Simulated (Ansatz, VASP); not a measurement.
**Sn: VASP beside Ansatz**

File INCAR:

```
PREC = Accurate
ENCUT = 520
EDIFF = 1E-7
ISMEAR = -1
SIGMA = 0.1
LREAL = F
LASPH = T
NELM = 100
ALGO = Normal
ISIF = 2
LWAVE = F
LCHARG = T
GGA = PS
LELF = T
LVHAR = T
NBANDS = 13
```

File KPOINTS:

```
Automatic mesh
0
Gamma
  13 13 13
```

The input POSCAR:

```
Sn
1.0
    0.0000000000      2.2690547203      2.2690547203
    2.2690547203      0.0000000000      2.2690547203
    2.2690547203      2.2690547203      0.0000000000
Sn
1
Direct
    0.0000000000      0.0000000000      0.0000000000
```

Input for Ansatz:

```yaml
crystal:
  lattice:
    - [0.0, 2.2690547203, 2.2690547203]
    - [2.2690547203, 0.0, 2.2690547203]
    - [2.2690547203, 2.2690547203, 0.0]
  atoms:
    - { symbol: Sn, position: [0.0, 0.0, 0.0] }
hamiltonian:
  xc: pbesol
  pseudopotentials:
    kind: paw
    azcp:
      Sn: "pseudopotentials/Sn.paw.azcp"
basis:
  ecutwfc: 420
  fft_grid_basis: typed
kpoints:
  mp_grid: { grid: [13, 13, 13], shift: [0, 0, 0] }
magnetization:
  spin_polarized: false
scf:
  occupations: { method: fermi_dirac, width: 0.1 }
  lower_state_search: "off"
output:
  stress: true
  write_density: true
  write_potential: true
  elf: true
  volumetric_format: npy
```

Alike in both runs: task single point; functional PBEsol; k mesh 13 × 13 × 13; occupations fermi-dirac, width 0.1 eV; no spin polarisation.

|  | VASP | Ansatz |
| --- | --- | --- |
| version | VASP 6.6.1 | Ansatz 0.2.0 |
| potentials or method | VASP PAW PBE potentials, release 64 (Sn_d) | plane waves (420 eV) with PAW, scalar-relativistic |
| plane-wave cutoff (eV) | 520 | 420 |
| valence electrons in the cell | 14 | 14 |

|  | VASP | Ansatz | Ansatz less VASP |
| --- | --- | --- | --- |
| pressure (GPa) | 9.1 | 9.1 | +0.05 |

The functional is the same, so the differences come from potentials, cutoffs and numerics. Ansatz warned: «pseudo_functional_mismatch».

Caveats: the PAW data sets were made with another functional, which shifts forces and pressure a little (VASP).
